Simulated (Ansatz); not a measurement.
In under changes of volume

One of the cells (26.540 Å³/atom); the others are scaled copies at fixed shape and fractional positions:

```
CELL_PARAMETERS angstrom
3.33548 0.00000 0.00000
-1.66774 2.88861 0.00000
0.00000 0.00000 5.50914
ATOMIC_POSITIONS crystal
In 0.66667 0.33333 0.75000
In 0.33333 0.66667 0.25000
```

This isn't the form of In at room conditions, which is tetragonal.

```yaml
Program: Ansatz 0.2.0
Functional: LDA
Potentials_or_basis: Ansatz PAW
Cutoff: "420 eV (not typed: the program's choice for these potentials)"
k_mesh: 9 × 9 × 5
Occupations: fermi-dirac, width 0.05 eV
Spin: no spin polarisation
```

| volume (Å³/atom) | energy over the lowest point (meV/atom) | pressure (GPa) |
| --- | --- | --- |
| 24.948 | 0.00 | -0.5 |
| 25.478 | ? | ? |
| 26.009 | 9.99 | -2.2 |
| 26.540 | 18.75 | -2.9 |
| 27.071 | 29.36 | -3.4 |
| 27.602 | 41.59 | -3.9 |
| 28.133 | 55.33 | -4.3 |

Problem. What does the run at 25.478 Å³/atom give?

Solution. Energy over the lowest point 3.57 meV/atom; pressure -1.4 GPa.

Worked out: A Birch-Murnaghan fit of order 3 (a polynomial in V^(-2/3)) to the other rows has its minimum at 24.60 Å³/atom, just outside them, with B0 = V·E''(V) = 49 GPa and B' = 6.2 at fixed shape and positions, which overstates the stiffness. It gives 3.65 meV/atom at 25.478 Å³/atom, against the run's 3.57, and -dE/dV = -1.5 GPa, against -1.4.

Energies are extrapolated to zero smearing.

Caveats: the PAW data sets come from PBE, with cores solved anew for the run's functional, which leaves a small shift of forces and pressure.
